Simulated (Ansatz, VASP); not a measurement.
**Mg in VASP and in Ansatz**

```
CELL_PARAMETERS angstrom
0.00000 2.24426 2.24426
2.24426 0.00000 2.24426
2.24426 2.24426 0.00000
ATOMIC_POSITIONS crystal
Mg 0.00000 0.00000 0.00000
```

This isn't the form of Mg at room conditions, which is hcp.

Alike in both runs: task single point; functional PBE; k mesh 5 × 5 × 5; occupations fermi-dirac, width 0.06 eV; no spin polarisation.

|  | VASP | Ansatz |
| --- | --- | --- |
| version | VASP 6.6.1 | Ansatz 0.2.0 |
| potentials or method | VASP PAW PBE potentials, release 64 (Mg), cutoff 520 eV | all-electron LAPW, scalar-relativistic |

```tsv
	VASP	Ansatz	Ansatz less VASP
gap on the k mesh at the Fermi level (eV)	none	none	-
pressure (GPa)	1.1	1.2	+0.11
```

A gap of «none» marks a metal or a gap that the smearing closes. Ansatz ran all-electron here, so the differences hold the error of VASP's frozen core and of both bases.

Caveats: the k mesh is coarse (spacing up to 0.48 Å⁻¹), so the values aren't converged; the k mesh is thin for a metal, which can move the energy by tens of meV per atom (Ansatz).
